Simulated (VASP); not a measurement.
Te, 3 atoms in the cell. Symmetry: P3_121, No. 152, trigonal system. Conventional cell: a = 4.454 Å, b = 4.454 Å, c = 5.924 Å, α = 90.00°, β = 90.00°, γ = 120.00°. Te (site symmetry 2) has 2 Te at 2.86 Å as nearest neighbours. 

```yaml
Program: VASP 6.6.1
Task: relaxation of cell and atoms
Functional: PBE
Dispersion: D3(BJ)
Potentials_or_basis: VASP PAW PBE potentials, release 64 (Te)
Cutoff: 600 eV
k_mesh: 9 × 9 × 6
Occupations: gaussian, width 0.03 eV
Spin: no spin polarisation
Further_INCAR_settings: ALGO = Normal; EDIFF = 1e-06; IBRION = 2; EDIFFG = -0.01; NSW = 90; ISIF = 3
```

Potentials or basis: VASP PAW PBE potentials, release 64 (Te).

Run with:

```console
$ cat potpaw_PBE.64/Te/POTCAR > POTCAR
$ mpirun -np 4 vasp_std > vasp.out
```

Hardware: 4 MPI ranks on Intel(R) Xeon(R) 6975P-C (Granite Rapids), with other jobs on the host.

Task: Estimate the wall time of this run.

Result: Run time: 75 s on 4 MPI ranks on Intel(R) Xeon(R) 6975P-C (Granite Rapids), on a shared host, peak memory 0.32 GiB a rank. Counts: scf iterations 84, k points 62, ion steps 14.
